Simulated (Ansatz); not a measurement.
# KNbO3: how the settings move a single-point run

How sensitive is a single-point run of KNbO3 to its settings? A reference run comes first, then one run with altered input.

Method: reference: DFT, LDA, all-electron LAPW, scalar-relativistic; levels and slopes on a fine mesh, independent-particle optical spectra, in Ansatz 0.2.0.

## (1) The system as given

Symmetry: Pm-3m, No. 221, cubic system. The conventional cell has a = 3.954 Å, b = 3.954 Å, c = 3.954 Å, α = 90.00°, β = 90.00°, γ = 90.00°. K (site symmetry m-3m) is surrounded by 12 O at 2.80 Å. Around Nb (site symmetry m-3m) lie 6 O at 1.98 Å. Around O (site symmetry 4/mmm) lie 2 Nb at 1.98 Å and 4 K at 2.80 Å.

Structure file:

```cif
data_structure
_symmetry_space_group_name_H-M 'P 1'
_symmetry_Int_Tables_number 1
_cell_length_a 3.9535
_cell_length_b 3.9535
_cell_length_c 3.9535
_cell_angle_alpha 90.000
_cell_angle_beta 90.000
_cell_angle_gamma 90.000
_cell_volume 61.80
loop_
_atom_site_label
_atom_site_type_symbol
_atom_site_fract_x
_atom_site_fract_y
_atom_site_fract_z
_atom_site_occupancy
K1 K 0.00000 0.00000 0.00000 1
Nb1 Nb 0.50000 0.50000 0.50000 1
O1 O 0.00000 0.50000 0.50000 1
O2 O 0.50000 0.00000 0.50000 1
O3 O 0.50000 0.50000 0.00000 1
```

## (2) Reference

File input.yaml:

```yaml
crystal:
  lattice:
    - [3.95353655501, 0.0, 0.0]
    - [0.0, 3.95353655501, 0.0]
    - [0.0, 0.0, 3.95353655501]
  atoms:
    - { symbol: K, position: [0.0, 0.0, 0.0] }
    - { symbol: Nb, position: [0.5, 0.5, 0.5] }
    - { symbol: O, position: [0.0, 0.5, 0.5] }
    - { symbol: O, position: [0.5, 0.0, 0.5] }
    - { symbol: O, position: [0.5, 0.5, 0.0] }
kpoints:
  mp_grid: { grid: [6, 6, 6] }
scf:
  occupations: { method: fixed }
hamiltonian:
  xc: lda
  pseudopotentials: { kind: all_electron, lapw: { basis_error: 0.001 } }
output:
  forces: true
  stress: true
  eigenvalues: true
  eigenstates:
    nscf_kmesh: { grid: [8, 8, 8] }
    de_dk: true
    e_range: [-9, 11.55152568128]
  optics:
    e_range: [0, 25]
    de: 0.2
    sigma: 0.15
    bands: { spectra_wanted_up_to: 25 }
    nscf_kmesh: { grid: [8, 8, 8] }
checkpoint:
  write: ck
  write_wavefunctions: false
```

Run with:

```bash
> ansatz run input.yaml --threads 2 --pin off --max-ram 6144MiB --backend cpu --events-out ev --progress --plain --runs-dir out
```

Excerpt of the output:

```text
[...]
Basis set: ecut = 399.48016177435727 eV, 1141 PW (Γ), exchange–correlation at level 2
[...]
k-points: 20 of 216
[...]
SCF iter   1: F=—  HF=-126302.590750 eV  |F-HF|=—  |Δ(HF+E_count)|=         —  Δρ=1.58e-1  dr2=1.87e1  ethr=2.60e-2  ⟨swp⟩=2.1  Hψ=5636  notcnv=0
preconditioner: auto → Resta (q_TF=auto, 2.799 Å⁻¹)  ε∞=3.1  [insulator: Δε(μ)=6.566 eV  Ē_g=20.322 eV  n_scr=26 (ndim 8)  ℏωp=29.1 eV  f_vac=0.012  ε∞_Penn≈3.1]
[...]
SCF iter   2: F=—  HF=-126295.152249 eV  |F-HF|=—  |Δ(HF+E_count)|=    7.44e0  Δρ=3.83e-2  dr2=5.01e-1  ethr=6.94e-4  ⟨swp⟩=2.2  Hψ=4511  notcnv=0
[...]
SCF iter  11: F=—  HF=-126293.760822 eV  |F-HF|=—  |Δ(HF+E_count)|=   6.24e-9  Δρ=6.30e-7  dr2=2.23e-10  ethr=1.54e-11 (applied; sched 7.90e-12)  ⟨swp⟩=3.0  Hψ=2807  notcnv=0
SCF iter  12: F=-126293.760822 eV  HF=-126293.760822 eV  |F-HF|=4.37e-11  |Δ(HF+E_count)|=  3.20e-10  Δρ=8.96e-8  dr2=4.94e-12  ethr=1.45e-11 (applied; sched 1.00e-12)  ⟨swp⟩=2.0  Hψ=2660  notcnv=0
[...]
SCF converged after 12 iterations
Free energy (F): -126293.760822 eV
[...]
E sigma→0 (E₀):  -126293.760822 eV
Fermi energy:    9.414920 eV
[...]
  P = ⅓ Tr σ = 0.0843 GPa (0.843 kbar)
[...]
```

Run time: 90 s. Hardware: 2 threads of Arm Neoverse V1, shared host; peak memory 0.64 GiB.

## (3) Variant: xc_grid 1

Edit input.yaml of step 2 so:

```diff
@@ -35 +35,3 @@
   write_wavefunctions: false
+basis:
+  xc_grid: 1
```

Run with:

```bash
> ansatz run input.yaml --threads 2 --pin off --max-ram 6144MiB --backend cpu --events-out ev --progress --plain --runs-dir out
```

The program printed:

```text
LAPW: plane waves up to 10.240 Å⁻¹, error target 1.0e-3 eV per atom; small_component_spin mean_spin; O in spheres of 0.918 Å, 8 of its electrons in bands, Dirac shells []; K in spheres of 1.059 Å, 17 of its electrons in bands, Dirac shells []; Nb in spheres of 1.059 Å, 31 of its electrons in bands, Dirac shells [] (how accurate: hamiltonian.pseudopotentials.lapw.basis_error, Limitations)
Engine: ansatz 0.2.0
Pseudopotentials: kind: all_electron
Pseudopotential: K, LAPW, valence charge 17, lapw/all_electron/scalar/gaussian/K, Koelling and Harmon's equation, gaussian nucleus
Pseudopotential: Nb, LAPW, valence charge 31, lapw/all_electron/scalar/gaussian/Nb, Koelling and Harmon's equation, gaussian nucleus
Pseudopotential: O, LAPW, valence charge 8, lapw/all_electron/scalar/gaussian/O, Koelling and Harmon's equation, gaussian nucleus
Functional definition: SPW92
  exchange = slater_x
  correlation = pw_c
davidson cushion auto → on  (no smearing: the cushion is to keep the highest requested band from converging to the state above it; pin scf.eigensolver.cushion to override)
Crystal: 5 atoms, lattice volume = 61.796 Å³
Basis set: ecut = 399.48016177435727 eV, 1141 PW (Γ), exchange–correlation at level 1
Bands: 44, of which v1, the nominal top of the filled ones, is band 36 counted from 1 (35 counted from 0)
Symmetry: 48 space group operations
Space group: Pm-3m (ITA 221), of the structure as read, at distance tolerance 4.0e-5 Å
k-points: 20 of 216
Non-local potential: K, projectors of the file, none
Non-local potential: Nb, projectors of the file, none
Non-local potential: O, projectors of the file, none
Initial density: superposition of atomic densities (chi_scale 0.1, normalization cell, long waves kept (reshape's long-wave potential 0.00 eV rms))
Initial wavefunctions: plane waves of lowest kinetic energy (no species holds an atomic orbital)
Functional: x = slater, c = lda
iter 1 solved again at ethr=2.60e-2 eV; its pass at ethr=1.00e-1 eV (dr2=1.87e1 eV) is discarded
SCF iter   1: F=—  HF=-126302.590750 eV  |F-HF|=—  |Δ(HF+E_count)|=         —  Δρ=1.58e-1  dr2=1.87e1  ethr=2.60e-2  ⟨swp⟩=2.1  Hψ=5636  notcnv=0
preconditioner: auto → Resta (q_TF=auto, 2.799 Å⁻¹)  ε∞=3.1  [insulator: Δε(μ)=6.566 eV  Ē_g=20.322 eV  n_scr=26 (ndim 8)  ℏωp=29.1 eV  f_vac=0.012  ε∞_Penn≈3.1]
iter 2 solved again at ethr=6.94e-4 eV; its pass at ethr=2.60e-2 eV (dr2=5.00e-1 eV) is discarded
SCF iter   2: F=—  HF=-126295.152249 eV  |F-HF|=—  |Δ(HF+E_count)|=    7.44e0  Δρ=3.83e-2  dr2=5.01e-1  ethr=6.94e-4  ⟨swp⟩=2.2  Hψ=4511  notcnv=0
SCF iter   3: F=—  HF=-126294.017698 eV  |F-HF|=—  |Δ(HF+E_count)|=    1.13e0  Δρ=3.55e-2  dr2=1.02e0  ethr=6.94e-4  ⟨swp⟩=3.0  Hψ=2984  notcnv=0
SCF iter   4: F=—  HF=-126294.080313 eV  |F-HF|=—  |Δ(HF+E_count)|=         —  Δρ=3.25e-2  dr2=9.66e-1  ethr=6.94e-4  ⟨swp⟩=3.1  Hψ=2907  notcnv=0
the basis was enlarged: its passes take 129.5 KiB over the memory plan, 2 of 2 planned eigensolver slots
SCF iter   5: F=—  HF=-126293.825226 eV  |F-HF|=—  |Δ(HF+E_count)|=   2.55e-1  Δρ=1.46e-2  dr2=1.90e-1  ethr=6.94e-4  ⟨swp⟩=3.0  Hψ=2543  notcnv=0
SCF iter   6: F=—  HF=-126293.761227 eV  |F-HF|=—  |Δ(HF+E_count)|=   6.40e-2  Δρ=7.29e-4  dr2=5.38e-4  ethr=2.63e-4  ⟨swp⟩=3.0  Hψ=2648  notcnv=0
SCF iter   7: F=—  HF=-126293.760943 eV  |F-HF|=—  |Δ(HF+E_count)|=   2.83e-4  Δρ=6.39e-4  dr2=3.70e-4  ethr=7.47e-7  ⟨swp⟩=3.5  Hψ=2867  notcnv=0
SCF iter   8: F=—  HF=-126293.760823 eV  |F-HF|=—  |Δ(HF+E_count)|=   1.21e-4  Δρ=6.52e-5  dr2=4.13e-6  ethr=5.13e-7  ⟨swp⟩=3.0  Hψ=2776  notcnv=0
SCF iter   9: F=—  HF=-126293.760822 eV  |F-HF|=—  |Δ(HF+E_count)|=   9.32e-7  Δρ=1.34e-5  dr2=1.55e-7  ethr=5.73e-9  ⟨swp⟩=3.3  Hψ=2892  notcnv=0
SCF iter  10: F=—  HF=-126293.760822 eV  |F-HF|=—  |Δ(HF+E_count)|=   3.37e-8  Δρ=2.74e-6  dr2=5.68e-9  ethr=2.16e-10  ⟨swp⟩=3.1  Hψ=2821  notcnv=0
SCF iter  11: F=—  HF=-126293.760822 eV  |F-HF|=—  |Δ(HF+E_count)|=   6.49e-9  Δρ=6.30e-7  dr2=2.23e-10  ethr=1.54e-11 (applied; sched 7.90e-12)  ⟨swp⟩=3.0  Hψ=2808  notcnv=0
SCF iter  12: F=-126293.760822 eV  HF=-126293.760822 eV  |F-HF|=2.91e-11  |Δ(HF+E_count)|=  2.18e-10  Δρ=8.96e-8  dr2=4.94e-12  ethr=1.45e-11 (applied; sched 1.00e-12)  ⟨swp⟩=2.0  Hψ=2660  notcnv=0
SCF 1 converged in 12 iterations: F = -126293.760822 eV  dr2 = 4.94e-12
NSCF: frozen V_eff on 35 k-points
the basis was enlarged: its passes take 5.9 MiB over the memory plan, 2 of 2 planned eigensolver slots
NSCF: frozen V_eff on 35 k-points
SCF converged after 12 iterations
Free energy (F): -126293.760822 eV
Harris-Foulkes:  -126293.760822 eV  (|F-HF|=2.91e-11)
Internal energy: -126293.760822 eV  (E = F + TS)
E sigma→0 (E₀):  -126293.760822 eV
Fermi energy:    9.414920 eV
--- Per-component energies (eV) ---
  E_band       = -10043.802248
  E_kinetic    = 129934.071701
  E_xc         = -4657.873452
  E_electrostatic = -251569.959071  (all electrons and nuclei)
  E_smearing   = -0.000000  (= −TS)
  E_closure    = 0.000000  (closes the sum)
  E_atoms      = -126250.813941  (free atoms, spherical and without spin; not in F)
  Σ components = -126293.760822   (vs F -126293.760822, Δ=0.00e0)
  Basis errors (estimates in eV, not in F): energy 3.6e-4 per atom: plane waves 3.3e-4 (2.0e-4 summed), levels above the bands 0.0e0, relativity 9.7e-9, radial functions 3.4e-5, core shells 7.3e-12; eigenvalues (radial functions only) 2.5e-5; not estimated: angular momenta, meshes, grids; target (lapw.basis_error) 1.0e-3; muffin-tin radii O 0.918 Å, K 1.059 Å, Nb 1.059 Å
--- Forces (eV/Å), atoms counted from 1 ---
  atom   1  K     -0.00000000    -0.00000000    -0.00000000
  atom   2  Nb     0.00000000    -0.00000000     0.00000000
  atom   3  O      0.00000000    -0.00000000     0.00000000
  atom   4  O     -0.00000000    -0.00000000    -0.00000000
  atom   5  O     -0.00000000     0.00000000     0.00000000
  max |Σ_I F_I| component: 4.26e-29 eV/Å
--- Stress (GPa, compression-positive) ---
        0.084338       0.000000       0.000000
        0.000000       0.084338       0.000000
        0.000000       0.000000       0.084338
  P = ⅓ Tr σ = 0.0843 GPa (0.843 kbar)
--- Band table (eV; the first three rows and the last of 20) ---
  k-point 0: bands = ["-490.6381", "-490.6381", "-490.6381", "-424.5344", "-334.2718", "-333.1514", "-333.1514", "-333.1514", "-262.0260", "-262.0260", "-262.0260", "-183.4311", "-183.4311", "-183.4311", "-183.4176", "-183.4176", "-45.0970", "-21.2926", "-21.2926", "-21.2926", "-17.4819", "-7.5792", "-7.1318", "-7.1318", "-1.2450", "-1.2450", "-1.2450", "7.1810", "7.1810", "7.1810", "8.2681", "8.2681", "8.2681", "8.7656", "8.7656", "8.7656", "10.9576", "10.9576", "10.9576", "15.2383", "15.2383", "16.1750", "17.1892", "17.1892"]
  k-point 1: bands = ["-490.6381", "-490.6381", "-490.6381", "-424.5344", "-334.2718", "-333.1514", "-333.1514", "-333.1514", "-262.0260", "-262.0260", "-262.0260", "-183.4311", "-183.4311", "-183.4311", "-183.4176", "-183.4176", "-45.0963", "-21.3340", "-21.2911", "-21.2911", "-17.4723", "-7.5349", "-7.1249", "-6.9328", "-1.2345", "-1.2345", "-1.1998", "6.5259", "7.1078", "7.1078", "7.8494", "7.8494", "8.0483", "8.1320", "8.6562", "8.6562", "10.9909", "11.7896", "11.7896", "15.2425", "16.2133", "16.7971", "17.5591", "17.5854"]
  k-point 2: bands = ["-490.6381", "-490.6381", "-490.6381", "-424.5344", "-334.2718", "-333.1514", "-333.1514", "-333.1514", "-262.0260", "-262.0260", "-262.0260", "-183.4311", "-183.4311", "-183.4311", "-183.4176", "-183.4176", "-45.0949", "-21.4150", "-21.2881", "-21.2881", "-17.4534", "-7.5583", "-7.1110", "-6.3596", "-1.2133", "-1.2133", "-1.1086", "4.9508", "6.8800", "6.8800", "7.3441", "7.3441", "7.3997", "7.8787", "8.5827", "8.5827", "11.0593", "13.1447", "13.1447", "15.2505", "17.3547", "18.0595", "18.3336", "18.9336"]
  k-point 19: bands = ["-490.6381", "-490.6381", "-490.6381", "-424.5344", "-334.2718", "-333.1514", "-333.1514", "-333.1514", "-262.0260", "-262.0260", "-262.0260", "-183.4311", "-183.4311", "-183.4311", "-183.4176", "-183.4176", "-45.0886", "-21.4374", "-21.4374", "-21.4374", "-17.4118", "-5.9918", "-5.9918", "-5.9918", "-1.5632", "-1.5632", "-1.5632", "3.9117", "3.9117", "4.8350", "5.3893", "5.3893", "5.3893", "9.4149", "9.4149", "9.4149", "15.0724", "15.0724", "15.0724", "18.2354", "18.2354", "18.2354", "20.0198", "20.9667"]
--- Fermi surface from the table of eigenstates not read: on its mesh, or on one of the eight of every second point, the electrons fill whole bands (an insulator's do; a metal wants a denser output.eigenstates.nscf_kmesh) ---
```

Wall time 91 s (2 threads of Arm Neoverse V1, shared host); peak memory 0.64 GiB.

The changed input (numerical grids) leaves the energy the same to the digits printed.

## (4) Side by side

```tsv
run	ending	energy change	pressure (GPa)	gap (eV)	force (eV/Å)	cycles	time
reference	converged	0	0.1	1.54	0.00	-	90 s
1: xc_grid 1	converged	0.0 meV/atom	0.1	1.54	0.00	12	91 s
```

Residual by cycle in the longest SCF loop of each run; runs are numbered as in the table. The quantity is the density residual dr2, in eV.

```tsv
cycle	reference	run 1
1	18.7	18.7
2	0.501	0.501
3	1.02	1.02
4	0.966	0.966
5	0.19	0.19
6	5.4e-4	5.4e-4
7	3.7e-4	3.7e-4
8	4.1e-6	4.1e-6
9	1.5e-7	1.5e-7
10	5.7e-9	5.7e-9
11	2.2e-10	2.2e-10
12	4.9e-12	4.9e-12
```

What this shows: The changed input (numerical grids) leaves the energy the same to the digits printed.

These are semilocal Kohn-Sham gaps, which aren't the measured quantity. Such gaps usually fall short of the measured ones.
